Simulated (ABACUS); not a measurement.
Crystal: Sb.

```
CELL_PARAMETERS angstrom
2.15420 1.24373 3.75800
-2.15420 1.24373 3.75800
0.00000 -2.48746 3.75800
ATOMIC_POSITIONS crystal
Sb 0.76651 0.76651 0.76651
Sb 0.23349 0.23349 0.23349
```

Base run:

* Program: ABACUS 3.10.1
* Functional: PBE
* Potentials or basis: PseudoDojo NC SR 0.4.1 PBE standard
* Cutoff: 1102 eV
* Density cutoff: 4408 eV
* Basis: plane waves
* k mesh: 8 × 8 × 8
* Occupations: fermi-dirac, width 0.05 eV
* Spin: no spin polarisation

Its results: band gap on the k mesh none (metal or under the smearing width); pressure 2.7 GPa; largest force 0.179 eV/Å.

Question: The run is repeated on the same cell with these changes: cutoff from 1102 eV to 1361 eV; density cutoff from 4408 eV to 5442 eV; basis from plane waves to DZP LCAO (the cutoffs set its grid). What comes out?

Answer: Band gap on the k mesh none (metal or under the smearing width); pressure 3.8 GPa; largest force 0.318 eV/Å.

Caveats: the atomic orbitals were generated for these runs and aren't a published set (some runs); the basis of atomic orbitals isn't converged, which shifts pressures, moduli and gaps (some runs).

Not every run made on this cell is shown here.
